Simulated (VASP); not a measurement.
VASP 6.6.1, PBE single-point calculation, KBr (strained rocksalt)

INCAR

```
SIGMA = 0.02
LWAVE = .FALSE.
ISMEAR = -1
LREAL = .FALSE.
NSW = 0
LASPH = .TRUE.
EDIFF = 1E-7
GGA = PE
NBANDS = 15
IBRION = -1
ISIF = 2
LCHARG = .FALSE.
NELM = 120
ENCUT = 520
PREC = Accurate
```

KPOINTS

```
KPOINTS created by Atomic Simulation Environment
0
Gamma
6 6 6
0 0 0
```

KPOINTS_OPT

```
special points
6
Reciprocal
0.0000000000 0.0000000000 0.0000000000 1
0.5000000000 0.0000000000 0.5000000000 1
0.6250000000 0.2500000000 0.6250000000 1
0.3750000000 0.3750000000 0.7500000000 1
0.5000000000 0.5000000000 0.5000000000 1
0.5000000000 0.2500000000 0.7500000000 1
```

POSCAR

```
K  Br
 1.0000000000000000
     0.0000000000000000    3.3022478200999998    3.3022478200999998
     3.2583279241000001    0.0000000000000000    3.3022478200999998
     3.2583279241000001    3.3022478200999998    0.0000000000000000
 K   Br
   1   1
Cartesian
  0.0000000000000000  0.0000000000000000  0.0000000000000000
  3.2583279240999996  3.3022478201000003  3.3022478201000007
```

VASP ran with the recommended PBE PAW datasets (16 valence electrons in the cell).

Command

```
mpirun -np 1 vasp_std
```

From OUTCAR

```
k-points           NKPTS =     30   k-points in BZ     NKDIM =     30   number of bands    NBANDS=     15

   NELECT =      16.0000    total number of electrons

   dimension x,y,z NGX =    36 NGY =   36 NGZ =   36
   dimension x,y,z NGXF=    72 NGYF=   72 NGZF=   72

  energy-cutoff  :      520.00
  volume of cell :       71.06
      direct lattice vectors                 reciprocal lattice vectors
     0.000000000  3.302247820  3.302247820    -0.153452940  0.151412016  0.151412016
     3.258327924  0.000000000  3.302247820     0.153452940 -0.151412016  0.151412016
     3.258327924  3.302247820  0.000000000     0.153452940  0.151412016 -0.151412016

 k-points in reciprocal lattice and weights: KPOINTS created by Atomic Simulation Env
   0.00000000  0.00000000  0.00000000       0.005
   0.16666667  0.00000000  0.00000000       0.037
   0.33333333  0.00000000  0.00000000       0.037
   0.50000000  0.00000000  0.00000000       0.019
   0.16666667  0.16666667  0.00000000       0.019
   0.33333333  0.16666667  0.00000000       0.074
   0.50000000  0.16666667 -0.00000000       0.074
  -0.33333333  0.16666667 -0.00000000       0.074
   ...

 E-fermi :  -1.2519

 k-point     1 :       0.0000    0.0000    0.0000
  band No.  band energies     occupation
      1     -29.4518      2.00000
      2     -14.0016      2.00000
      3     -12.9304      2.00000
      4     -12.9301      2.00000
      5     -12.9301      2.00000
      6      -1.6975      2.00000
      7      -1.6975      2.00000
      8      -1.6904      2.00000
      9       2.7690      0.00000
     10       5.8840      0.00000
     11       5.8840      0.00000
     12       5.9667      0.00000
     13       6.7109      0.00000
     14       6.7733      0.00000
     15       9.9374      0.00000

 k-point     2 :       0.1667    0.0000    0.0000
  band No.  band energies     occupation
      1     -29.4503      2.00000
      2     -14.0539      2.00000
      3     -12.9319      2.00000
      4     -12.9314      2.00000
      5     -12.8596      2.00000
      6      -2.0681      2.00000
      7      -1.7884      2.00000
      8      -1.7843      2.00000
      9       3.4319      0.00000
     10       5.7736      0.00000
     11       6.2150      0.00000
     12       6.2654      0.00000
     13       7.0728      0.00000
     14       7.1419      0.00000
     15      10.8331      0.00000

 k-point     3 :       0.3333    0.0000    0.0000
  band No.  band energies     occupation
      1     -29.4473      2.00000
      2     -14.1436      2.00000
      3     -12.9355      2.00000
      4     -12.9335      2.00000
      5     -12.7326      2.00000
      6      -2.6520      2.00000
      7      -1.9585      2.00000
      8      -1.9559      2.00000
      9       4.5372      0.00000
     10       6.0506      0.00000
     11       7.0980      0.00000
     12       7.1376      0.00000
     13       7.9847      0.00000
     14       8.0689      0.00000
     15       9.8612      0.00000

 k-point     4 :       0.5000    0.0000    0.0000
  band No.  band energies     occupation
      1     -29.4458      2.00000
      2     -14.1831      2.00000
      3     -12.9373      2.00000
      4     -12.9346      2.00000
      5     -12.6740      2.00000
      6      -2.8966      2.00000
      7      -2.0386      2.00000
      8      -2.0367      2.00000
      9       4.9194      0.00000
     10       6.5815      0.00000
     11       8.0971      0.00000
     12       8.1018      0.00000
     13       8.3597      0.00000
     14       8.4763      0.00000
     15       9.2982      0.00000

 k-point     5 :       0.1667    0.1667    0.0000
  band No.  band energies     occupation
      1     -29.4499      2.00000
      2     -14.0444      2.00000
      3     -12.9400      2.00000
      4     -12.9387      2.00000
      5     -12.8593      2.00000
      6      -2.1545      2.00000
      7      -1.7817      2.00000
      8      -1.7784      2.00000
      9       3.5749      0.00000
     10       5.2687      0.00000
     11       6.5703      0.00000
     12       6.6440      0.00000
     13       6.9541      0.00000
     14       7.4052      0.00000
     15      11.1084      0.00000

 k-point     6 :       0.3333    0.1667    0.0000
  band No.  band energies     occupation
      1     -29.4474      2.00000
      2     -14.0822      2.00000
      3     -12.9452      2.00000
      4     -12.9439      2.00000
      5     -12.8038      2.00000
      6      -2.5015      2.00000
      7      -1.9548      2.00000
      8      -1.9020      2.00000
      9       4.5196      0.00000
     10       5.1942      0.00000
     11       7.2896      0.00000
     12       7.3569      0.00000
     13       7.5932      0.00000
     14       7.9794      0.00000
     15       9.7910      0.00000

 k-point     7 :       0.5000    0.1667   -0.0000
  band No.  band energies     occupation
      1     -29.4454      2.00000
      2     -14.1245      2.00000
      3     -12.9545      2.00000
      4     -12.9432      2.00000
      5     -12.7401      2.00000
      6      -2.7373      2.00000
      7      -2.1220      2.00000
      8      -2.0226      2.00000
      9       5.1004      0.00000
     10       6.1516      0.00000
     11       7.6008      0.00000
     12       7.9012      0.00000
     13       8.2248      0.00000
     14       8.3996      0.00000
     15       9.3271      0.00000

 k-point     8 :      -0.3333    0.1667   -0.0000
  band No.  band energies     occupation
      1     -29.4459      2.00000
      2     -14.1322      2.00000
      3     -12.9607      2.00000
      4     -12.9354      2.00000
      5     -12.7279      2.00000
      6      -2.7081      2.00000
      7      -2.0841      2.00000
      8      -2.0283      2.00000
      9       5.0947      0.00000
     10       6.0548      0.00000
     11       7.3644      0.00000
     12       7.4068      0.00000
     13       7.9845      0.00000
     14       9.0129      0.00000
     15       9.4103      0.00000

 k-point     9 :      -0.1667    0.1667    0.0000
  band No.  band energies     occupation
      1     -29.4483      2.00000
      2     -14.0993      2.00000
      3     -12.9497      2.00000
      4     -12.9296      2.00000
      5     -12.7851      2.00000
      6      -2.4132      2.00000
      7      -1.9129      2.00000
      8      -1.8977      2.00000
      9       4.2273      0.00000
     10       5.5810      0.00000
     11       6.5517      0.00000
     12       7.0415      0.00000
     13       7.4280      0.00000
     14       7.9274      0.00000
     15      10.2092      0.00000

 k-point    10 :       0.3333    0.3333    0.0000
  band No.  band energies     occupation
      1     -29.4461      2.00000
      2     -14.0017      2.00000
      3     -12.9593      2.00000
      4     -12.9563      2.00000
      5     -12.8988      2.00000
      6      -2.5279      2.00000
      7      -1.9223      2.00000
      8      -1.9192      2.00000
      9       4.4665      0.00000
     10       4.8995      0.00000
     11       7.4105      0.00000
     12       7.9224      0.00000
     13       8.2471      0.00000
     14       8.2837      0.00000
     15       9.1593      0.00000

 k-point    11 :       0.5000    0.3333   -0.0000
  band No.  band energies     occupation
      1     -29.4446      2.00000
      2     -13.9868      2.00000
      3     -12.9927      2.00000
      4     -12.9590      2.00000
      5     -12.8891      2.00000
      6      -2.5174      2.00000
      7      -2.1290      2.00000
      8      -1.9931      2.00000
      9       4.5932      0.00000
     10       5.7992      0.00000
     11       7.2681      0.00000
     12       7.8833      0.00000
     13       8.1182      0.00000
     14       8.8049      0.00000
     15       9.2859      0.00000

 k-point    12 :      -0.3333    0.3333   -0.0000
  band No.  band energies     occupation
      1     -29.4445      2.00000
      2     -14.0564      2.00000
      3     -12.9968      2.00000
      4     -12.9480      2.00000
      5     -12.7967      2.00000
      6      -2.5087      2.00000
      7      -2.3209      2.00000
      8      -2.0461      2.00000
      9       5.2974      0.00000
     10       6.3873      0.00000
     11       6.8911      0.00000
     12       7.4716      0.00000
     13       8.1484      0.00000
     14       8.7856      0.00000
     15       9.8064      0.00000

 k-point    13 :       0.5000    0.5000    0.0000
  band No.  band energies     occupation
      1     -29.4442      2.00000
      2     -13.9014      2.00000
      3     -13.0244      2.00000
      4     -12.9690      2.00000
      5     -12.9651      2.00000
      6      -2.5267      2.00000
      7      -1.9811      2.00000
      8      -1.9752      2.00000
      9       4.1630      0.00000
     10       5.5410      0.00000
     11       7.6815      0.00000
     12       7.8534      0.00000
     13       8.0193      0.00000
     14       9.0842      0.00000
     15       9.1593      0.00000

 ...

  Total        0.5704699      0.3552853      0.3552853      0.0000000      0.0000000      0.0000000
  in kB       12.8617256      8.0102054      8.0102054      0.0000000      0.0000000      0.0000000
  external PRESSURE =       9.6273788 kB  Pullay stress =       0.0000000 kB

 POSITION                                       TOTAL-FORCE (eV/Angst)
 -----------------------------------------------------------------------------------
      0.00000      0.00000      0.00000         0.000000     -0.000000      0.000000
      3.25833      3.30225      3.30225        -0.000000      0.000000     -0.000000
 -----------------------------------------------------------------------------------
    total drift:                                0.000000      0.000000      0.000000

  FREE ENERGIE OF THE ION-ELECTRON SYSTEM (eV)
  ---------------------------------------------------
  free  energy   TOTEN  =        -6.2097338528 eV

  energy  without entropy=       -6.2097338528  energy(sigma->0) =       -6.20973385
```

```json
{
 "gap between bands v and c": "4.46 eV",
 "least direct gap": "4.46 eV",
 "pressure": "1.0 GPa"
}
```

Band v is the last that the valence electrons fill when counted band by band, and c is the next.

The run took about 14 s on one core of a shared host (Intel Xeon 6975P-C) and held 0.22 GiB at most.
